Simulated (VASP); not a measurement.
A run of VASP 6.6.1:

The input INCAR:

```
PREC = Accurate ; ENCUT = 520
EDIFF = 1E-6 ; ISMEAR = 0
SIGMA = 0.03 ; LREAL = False
LASPH = True ; NELM = 60
ALGO = Fast ; ISIF = 2
LWAVE = False ; LCHARG = True
LDIPOL = True ; IDIPOL = 3
DIPOL = 0.5 0.5 0.500 ; GGA = PS
LVHAR = True ; LVACPOTAV = True
KPAR = 4
```

The input KPOINTS:

```
regular mesh
0
Gamma
  12 12 1
```

POSCAR

```
WS2                                     
1.0
    3.1734272806      0.0000000000      0.0000000000
   -1.5867136403      2.7482686421      0.0000000000
    0.0000000000      0.0000000000     19.1400000000
  S               W             
     2     1
Direct
     0.6666669999999968    0.3333330000000032    0.4183320106124569
     0.6666669999999968    0.3333330000000032    0.5816679893875432
     0.3333330000000032    0.6666669999999968    0.5000000000000000
```

Potentials or basis: VASP PAW PBE potentials, release 64 (S, W_sv).

The run is started by

```bash
$ cat potpaw_PBE.64/S/POTCAR potpaw_PBE.64/W_sv/POTCAR > POTCAR
$ mpirun -np 4 vasp_std > vasp.out
```

Hardware: 4 MPI ranks on Intel(R) Xeon(R) Platinum 8488C (Sapphire Rapids), on a shared host.

Estimate the wall time of this run.

Wall time 27 s on 4 MPI ranks on Intel(R) Xeon(R) Platinum 8488C (Sapphire Rapids) (shared host), peak memory 0.28 GiB a rank. Counts: scf iterations 23, k points 19.
